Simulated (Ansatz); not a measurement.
# Si: a tetragonal deformation path

The task here is to estimate one member of a computed series from the others.

Method: DFT PBE, scalar-relativistic, plane waves, PAW, in Ansatz 0.2.0.

## The system as given

It takes space group I4/mmm (No. 139, tetragonal). The conventional cell has a = 6.651 Å, b = 6.651 Å, c = 3.845 Å, α = 90.00°, β = 90.00°, γ = 90.00°. Si (site symmetry m2m) has 4 Si at 2.34 to 2.38 Å as nearest neighbours.

Structure file:

```
Si
1.0
    -3.32544    3.32544    1.92239
     3.32544   -3.32544    1.92239
     3.32544    3.32544   -1.92239
Si
4
Direct
  0.17880 0.17880 0.35760
  0.82120 0.82120 0.64240
  0.17880 0.82120 0.00000
  0.82120 0.17880 0.00000
```

The structure comes from the Materials Project (structure only).

The first run:

The input, input.yaml:

```yaml
crystal:
  lattice:
    - [-3.32544429, 3.32544429, 1.92238566]
    - [3.32544429, -3.32544429, 1.92238566]
    - [3.32544429, 3.32544429, -1.92238566]
  atoms:
    - { symbol: Si, position: [0.17880106, 0.17880106, 0.35760212] }
    - { symbol: Si, position: [0.82119894, 0.82119894, 0.64239788] }
    - { symbol: Si, position: [0.17880106, 0.82119894, 0.0] }
    - { symbol: Si, position: [0.82119894, 0.17880106, 0.0] }
basis:
  ecutwfc: 250.0
kpoints:
  mp_grid: { grid: [6, 6, 6] }
hamiltonian:
  xc: pbe
scf:
  occupations: { method: gaussian, width: 0.1 }
output:
  forces: true
  stress: true
  eigenvalues: true
```

Run with:

```sh
ansatz run input.yaml --threads 1 --pin off --max-ram 2560MiB --backend cpu --events-out ev --progress --plain --runs-dir out
```

Steps of the session up to this table: Quick check of gap, pressure and forces; Zero of the scan; Point ρ = 0.850; ρ = 1.200; ρ = 0.920; At ρ = 1.100; At ρ = 0.960; Point ρ = 1.050; Point ρ = 0.800; Point ρ = 1.300.

One of the session's tables, all rows but one given; the rest of the session is left out.

The scan, with free energies counted from the undisturbed cell:

| ρ | ΔE (meV/atom) | pressure (GPa) | gap on the mesh (eV) |
| --- | --- | --- | --- |
| 0.800 | 394.3 | 6.1 | 0.00 |
| 0.850 | 214.2 | 4.4 | 0.00 |
| 0.920 | 56.3 | 2.5 | 0.00 |
| 0.960 | ? | ? | ? |
| 1.000 | 0.0 | 1.6 | 0.24 |
| 1.050 | 19.0 | 1.6 | 0.00 |
| 1.100 | 70.4 | 2.1 | 0.00 |
| 1.200 | 245.1 | 3.9 | 0.00 |
| 1.300 | 484.7 | 6.8 | 0.00 |

Estimate the missing values for ρ = 0.960.

Worked estimate for «ΔE (meV/atom)». A straight line through the neighbours (0.920, 56.3) and (1.000, 0.0) gives 56.3 + (0.0 − 56.3) × (0.960 − 0.920) / (1.000 − 0.920) = 28.2; a parabola fitted to 4 rows on both sides gives 12.6.

**Answer.** ΔE (meV/atom): 13.3; pressure (GPa): 1.9; gap on the mesh (eV): 0.19. In «ΔE (meV/atom)» the line misses by +14.9 and the parabola by -0.7.

To keep in mind: Warnings in the runs' records: cutoff below recommended.
